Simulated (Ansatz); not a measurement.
Crystal: TiSe.

```
Ti Se
1.0
     3.20359    0.00000    0.00000
     0.00000    3.20359    0.00000
     0.00000    0.00000    3.20359
Ti Se
1 1
Direct
  0.00000 0.00000 0.00000
  0.50000 0.50000 0.50000
```

The cell was built by a generator and needn't be a form met in nature.

- Program: Ansatz 0.2.0
- Task: relaxation of cell and atoms
- Functional: PBEsol
- Dispersion: D3(BJ)
- Potentials or basis: Ansatz PAW
- Cutoff: 420 eV (not typed: the program's choice for these potentials)
- k mesh: 8 × 8 × 8
- Occupations: fermi-dirac, width 0.05 eV
- Spin: no spin polarisation

At the start: volume 16.44 Å³/atom.

**Question.** Where does the relaxation end?

**Answer.** It ends after 6 steps and the volume is 15.01 Å³/atom (-8.7 %); space group Pm-3m (No. 221, to 0.05 Å).

Step by step:
| step | energy change (eV) | largest force (eV/Å) | volume (Å³) |
| --- | --- | --- | --- |
| 1 | 0.0000 | 0.0000 | 32.88 |
| 2 | -0.0556 | 0.0000 | 28.30 |
| 3 | -0.1045 | 0.0000 | 30.31 |
| 4 | -0.1058 | 0.0000 | 30.05 |
| 5 | -0.1058 | 0.0000 | 30.02 |
| 6 | -0.1054 | 0.0000 | 30.02 |

Final structure:
```cif
data_structure
_symmetry_space_group_name_H-M 'P 1'
_symmetry_Int_Tables_number 1
_cell_length_a 3.1081
_cell_length_b 3.1081
_cell_length_c 3.1081
_cell_angle_alpha 90.000
_cell_angle_beta 90.000
_cell_angle_gamma 90.000
_cell_volume 30.02
loop_
_atom_site_label
_atom_site_type_symbol
_atom_site_fract_x
_atom_site_fract_y
_atom_site_fract_z
_atom_site_occupancy
Ti1 Ti 0.00000 0.00000 0.00000 1
Se1 Se 0.50000 0.50000 0.50000 1
```

Caveat: the plane-wave basis is chosen anew once the cell has moved, so the energies of steps on either side of that aren't comparable; pairwise dispersion overbinds metals, which lowers pressure and volume; the PAW data sets come from PBE, with cores solved anew for the run's functional, which leaves a small shift of forces and pressure.
